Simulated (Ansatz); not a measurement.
## TePb under changes of volume

One of the cells (33.730 Å³/atom); the others are scaled copies at fixed shape and fractional positions:

```
Pb Te
1.0
     0.00000    3.23100    3.23100
     3.23100    0.00000    3.23100
     3.23100    3.23100    0.00000
Pb Te
1 1
Direct
  0.00000 0.00000 0.00000
  0.50000 0.50000 0.50000
```

| Property | Result |
| --- | --- |
| Program | Ansatz 0.2.0 |
| Functional | PBE |
| Dispersion | D3(BJ) |
| Potentials or basis | Ansatz PAW |
| Cutoff | 420 eV (not typed: the program's choice for these potentials) |
| k mesh | 7 × 7 × 7 |
| Occupations | fermi-dirac, width 0.05 eV |
| Spin | no spin polarisation |

```tsv
volume (Å³/atom)	energy over the lowest point (meV/atom)	pressure (GPa)
31.706	20.27	3.3
32.380	9.06	2.1
33.055	2.47	1.1
33.730	0.00	0.1
34.404	1.19	-0.7
35.079	5.53	-1.4
35.753	?	?
```

**Question.** What does the run at 35.753 Å³/atom give?

**Answer.** Energy over the lowest point 12.22 meV/atom; pressure -1.8 GPa.

Worked out: A Birch-Murnaghan fit of order 3 (a polynomial in V^(-2/3)) to the other rows has its minimum at 33.84 Å³/atom with B0 = V·E''(V) = 42 GPa and B' = 5.3. It gives 12.70 meV/atom at 35.753 Å³/atom, against the run's 12.22, and -dE/dV = -2.0 GPa, against -1.8.

Energies are extrapolated to zero smearing.
